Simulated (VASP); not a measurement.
CaSe: single point with PBE

The system is CaSe.

```xyz
2
Lattice="0.0000 2.9675 2.8260 2.9675 0.0000 2.8260 2.9675 2.9675 0.0000" Properties=species:S:1:pos:R:3 pbc="T T T"
Ca    0.0000    0.0000    0.0000
Se    2.9675    2.9675    2.8260
```

The cell was built by a generator and needn't be a form met in nature.

The cell isn't the ideal one: uniaxial_z strain -4.8%.

```json
{
  "Program": "VASP 6.6.1",
  "Task": "single point",
  "Functional": "PBE",
  "Potentials or basis": "VASP PAW PBE potentials, release 64 (Ca_sv, Se)",
  "Cutoff": "520 eV",
  "k mesh": "8 × 8 × 8",
  "Occupations": "fermi-dirac, width 0.02 eV",
  "Spin": "no spin polarisation",
  "Dipole correction": "no",
  "Further INCAR settings": "ALGO = Fast; EDIFF = 1e-06; NBANDS = 15"
}
```

```
Pressure               : 3.8 GPa
Band gap on the k mesh : 1.88 eV, indirect (least direct gap 2.80 eV)
```

Stress tensor (GPa, compression positive):
```
1.74 0.00 0.00
0.00 1.74 0.00
0.00 0.00 7.95
```

Levels at points of the mesh, in eV from the valence-band top:
| k point | band 5 | band 6 | band 7 | band 8 | band 9 | band 10 | band 11 | band 12 |
| --- | --- | --- | --- | --- | --- | --- | --- | --- |
| (0.00, 0.00, 0.00) | -11.97 | -0.04 | -0.04 | 0.00 | 3.39 | 3.55 | 3.55 | 3.89 |
| (0.50, 0.00, 0.00) | -11.19 | -3.47 | -1.33 | -1.31 | 4.54 | 5.50 | 5.61 | 5.64 |
| (0.50, 0.50, 0.00) | -11.31 | -2.52 | -1.13 | -1.13 | 1.88 | 5.16 | 5.16 | 6.12 |
| (0.50, 0.00, 0.50) | -11.37 | -2.71 | -0.97 | -0.89 | 1.91 | 4.91 | 5.37 | 6.06 |

Run time: 36 s on 1 thread of Intel(R) Xeon(R) Platinum 8488C (Sapphire Rapids), with other jobs on the host, peak memory 0.19 GiB.

A k mesh can miss the band edges.
